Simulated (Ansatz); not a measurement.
Co:

```
Co
1.0
     2.47056    0.00000    0.00000
    -1.23528    2.13957    0.00000
     0.00000    0.00000    8.08823
Co
4
Direct
  0.66667 0.33333 0.75000
  0.00000 0.00000 0.50000
  0.33333 0.66667 0.25000
  0.00000 0.00000 0.00000
```

Base run:

| Item | Value |
| --- | --- |
| Program | Ansatz 0.2.0 |
| Functional | RPBE |
| Potentials or basis | Ansatz PAW |
| Cutoff | 420 eV (not typed: the program's choice for these potentials) |
| k mesh | 12 × 12 × 4 |
| Occupations | fermi-dirac, width 0.05 eV |
| Spin | collinear spin, ferromagnetic start |
| Starting moments | [2.0, 2.0, 2.0, 2.0] μB |

Its results: band gap on the k mesh none (metal or under the smearing width); pressure 10.7 GPa; net moment 6.66 μB per cell; site moments Co +1.75, +1.73 μB.

Problem. The run is repeated on the same cell with these changes: functional from RPBE to PBE; k mesh from 12 × 12 × 4 to 5 × 5 × 2. What comes out?

Solution. Band gap on the k mesh none (metal or under the smearing width); pressure 6.4 GPa; net moment 6.95 μB per cell; site moments Co +1.80 μB.

Several settings changed at once, so the effect can't be laid on one alone.

Caveats: some runs use coarse meshes; the PAW data sets come from PBE, with cores solved anew for the run's functional, which leaves a small shift of forces and pressure (some runs).
